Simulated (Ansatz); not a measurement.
A plane-wave DFT run in Ansatz 0.2.0 (scalar-relativistic PAW potentials unless the input names others): input and command.

```yaml
crystal:
  lattice:
    - [-3.6043047991, 0.0, 0.0]
    - [0.0, -3.6043047991, 0.0]
    - [-0.3002385898, 0.3002385898, 10.5279346079]
  atoms:
    - { symbol: Hf, position: [0.48319839, 0.51680161, 0.2017] }
    - { symbol: Hf, position: [0.44154839, 0.55845161, 0.7017] }
    - { symbol: Hf, position: [0.96237339, 1.03762661, 0.4517] }
    - { symbol: Hf, position: [0.92072339, 1.07927661, 0.9517] }
    - { symbol: O, position: [-0.0248505597, 0.5248505597, 0.2983260466] }
    - { symbol: O, position: [-0.0665005597, 0.5665005597, 0.7983260466] }
    - { symbol: O, position: [0.4704223397, 0.0295776603, 0.3550739534] }
    - { symbol: O, position: [0.4287723397, 0.0712276603, 0.8550739534] }
    - { symbol: O, position: [0.4912473397, 0.0087526603, 0.1050739534] }
    - { symbol: O, position: [0.4495973397, 0.0504026603, 0.6050739534] }
    - { symbol: O, position: [-0.0040255597, 0.5040255597, 0.0483260466] }
    - { symbol: O, position: [-0.0456755597, 0.5456755597, 0.5483260466] }
basis:
  ecutwfc: 420
  precision: f64
kpoints:
  mp_grid: { grid: [6, 6, 2] }
hamiltonian:
  xc: pbe
scf:
  occupations: { method: gaussian, width: 0.05 }
  lower_state_search: standard
  eigensolver: { kind: davidson }
output:
  forces: true
  eigenvalues: true
  stress: true
```

```bash
ansatz run input.yaml --threads 2 --pin off --max-ram 5120MiB --backend cpu --events-out ev --progress --plain --runs-dir out
```

Abridged log:
```
Basis set: ecut = 420 eV, 2673 PW (Γ), exchange–correlation on 50×50×144 points (8 copies of the dense FFT grid, shifted against one another)
Bands: 92, of which v1, the nominal top of the filled ones, is band 76 counted from 1 (75 counted from 0)
Symmetry: 1 space group operations
k-points: 40 of 72 (time reversal used)
SCF iter   1: F=—  HF=-67445.525044 eV  |F-HF|=—  |Δ(HF+E_count)|=         —  Δρ=3.35e-3  dr2=1.02e-2  ethr=1.77e-3  ⟨swp⟩=6.0  Hψ=14410  notcnv=0
SCF iter   2: F=—  HF=-67445.528203 eV  |F-HF|=—  |Δ(HF+E_count)|=   3.16e-3  Δρ=1.77e-3  dr2=2.96e-3  ethr=6.70e-6  ⟨swp⟩=4.2  Hψ=9739  notcnv=0  defer=5
SCF iter   3: F=—  HF=-67445.528903 eV  |F-HF|=—  |Δ(HF+E_count)|=   7.00e-4  Δρ=4.50e-4  dr2=2.85e-4  ethr=1.84e-7  ⟨swp⟩=3.9  Hψ=15158  notcnv=0  defer=25
automatic band count: iteration 3 solves 86 bands in place of 92: the levels show a gap, and the empty bands left out lie too high to hold charge; the band table lists the bands solved (type scf.n_extra_bands for more)
SCF iter   4: F=—  HF=-67445.528833 eV  |F-HF|=—  |Δ(HF+E_count)|=   6.93e-5  Δρ=2.01e-4  dr2=4.87e-5  ethr=1.84e-7  ⟨swp⟩=4.4  Hψ=9223  notcnv=0  defer=14
SCF iter   5: F=—  HF=-67445.529162 eV  |F-HF|=—  |Δ(HF+E_count)|=   3.28e-4  Δρ=1.13e-4  dr2=1.58e-5  ethr=3.21e-8  ⟨swp⟩=3.9  Hψ=8759  notcnv=0  defer=8
SCF iter   6: F=—  HF=-67445.529161 eV  |F-HF|=—  |Δ(HF+E_count)|=   7.75e-7  Δρ=3.15e-5  dr2=1.42e-6  ethr=1.04e-8  ⟨swp⟩=3.5  Hψ=8880  notcnv=0  defer=1
SCF iter   7: F=—  HF=-67445.529163 eV  |F-HF|=—  |Δ(HF+E_count)|=   1.51e-6  Δρ=1.55e-5  dr2=3.13e-7  ethr=9.36e-10  ⟨swp⟩=3.0  Hψ=8141  notcnv=0
SCF iter   8: F=—  HF=-67445.529163 eV  |F-HF|=—  |Δ(HF+E_count)|=   2.80e-7  Δρ=1.11e-5  dr2=1.40e-7  ethr=2.06e-10  ⟨swp⟩=4.0  Hψ=9345  notcnv=0
SCF iter   9: F=-67445.529163 eV  HF=-67445.529163 eV  |F-HF|=3.48e-9  |Δ(HF+E_count)|=   3.23e-8  Δρ=2.57e-6  dr2=8.20e-9  ethr=9.23e-11  ⟨swp⟩=4.0  Hψ=8491  notcnv=0
SCF 1 converged in 9 iterations: F = -67445.529163 eV  dr2 = 8.20e-9
  Residual-converged pass: ⟨swp⟩=3.0  Hψ=7957  notcnv=0  max |occ|·‖R‖ = 5.6e-6 eV (tolerance 6.7e-6 eV) dr2=8.08e-9  dr2_onsite=2.09e-9  max |Δocc| = 0.0e0
SCF converged after 9 iterations
Free energy (F): -67445.529163 eV
Harris-Foulkes:  -67445.529163 eV  (|F-HF|=3.48e-9)
Internal energy: -67445.529163 eV  (E = F + TS)
E sigma→0 (E₀):  -67445.529163 eV
Fermi energy:    16.731677 eV
--- Forces (eV/Å), atoms counted from 1 ---
  atom   1  Hf     0.09139218    -0.12467603     0.28383385
  atom   2  Hf     0.00415007     0.02101901     0.19088069
  atom   3  Hf     0.00039353    -0.00071113     0.15500449
  atom   4  Hf     0.41382994     3.64318571    -2.20362050
  atom   5  O      0.01031887     0.00904578    -0.09409073
  atom   6  O      0.09778482     0.33239970     0.03631013
  atom   7  O      0.01388265    -0.00238471    -0.07991246
  atom   8  O     -0.34252847    -0.05307005    -0.03905979
  atom   9  O     -0.20745201    -0.11657787     0.20567128
  atom  10  O     -0.00042206     0.00644497    -0.08121481
  atom  11  O     -0.08187514    -3.70786397     1.69733807
  atom  12  O      0.00048450    -0.00684153    -0.07113191
--- Stress (GPa, compression-positive) ---
        1.762087       0.536254       0.116513
        0.536254       4.441982      -5.621655
        0.116513      -5.621655       2.532557
  P = ⅓ Tr σ = 2.9122 GPa (29.122 kbar)
```

Apart from outputs and empty bands, the input differs from a reference run on usual settings in scf.lower_state_search: not typed → "standard"; scf.eigensolver.kind: not typed → "davidson"; basis.precision: not typed → "f64". The reference, at the same geometry (not necessarily relaxed), gave pressure 2.91 GPa, largest force 4.278 eV/Å, gap on the mesh 4.56 eV. This run converged in 9 SCF iterations (reference: 9) with an energy at zero smearing within 0.01 meV/atom of the reference's, pressure 2.91 GPa, largest force 4.278 eV/Å, gap on the mesh 4.56 eV.

Time: 58 s on 2 threads of Arm Neoverse V2, on a shared host, peak memory 0.59 GiB.